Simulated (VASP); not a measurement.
A run of VASP 6.6.1:

File INCAR:

```
ALGO     = Normal         # electronic algorithm
EDIFF    = 1E-6           # SCF threshold, eV
ENCUT    = 520            # plane-wave cutoff, eV
ISIF     = 2              # what is computed and relaxed
ISMEAR   = -5             # smearing method
LASPH    = True           # aspherical terms in the spheres
LCHARG   = False          # write CHGCAR
LMAXMIX  = 6              # l up to which the mixer works
LMIXTAU  = True         
LORBIT   = 10             # projections on sites
LREAL    = False          # projectors in reciprocal space
LWAVE    = False          # write WAVECAR
METAGGA  = R2SCAN         # meta-GGA
NBANDS   = 12             # bands
NEDOS    = 2001           # points of the DOS
NELM     = 100            # most SCF steps
PREC     = Accurate       # precision mode
SIGMA    = 0.05           # smearing width, eV
```

File KPOINTS:

```
k-points
0
Gamma
  14 14 14
```

File POSCAR:

```
La
1.0
   -2.1224783329      2.1224783329      2.1224783329
    2.1224783329     -2.1224783329      2.1224783329
    2.1224783329      2.1224783329     -2.1224783329
La
1
Direct
    0.0000000000      0.0000000000      0.0000000000
```

Potentials or basis: VASP PAW PBE potentials, release 64 (La).

Command:

```bash
$ cat potpaw_PBE.64/La/POTCAR > POTCAR
$ mpirun -np 1 vasp_std > vasp.out
```

Hardware: 1 thread of Intel(R) Xeon(R) Platinum 8259CL CPU @ 2.50GHz (Skylake/Cascade Lake) (shared host).

**Question.** Estimate the wall time of this run.

**Answer.** Run time: 3.9 min on 1 thread of Intel(R) Xeon(R) Platinum 8259CL CPU @ 2.50GHz (Skylake/Cascade Lake), with other jobs on the host, peak memory 0.22 GiB. Counts: scf iterations 20, k points 104.
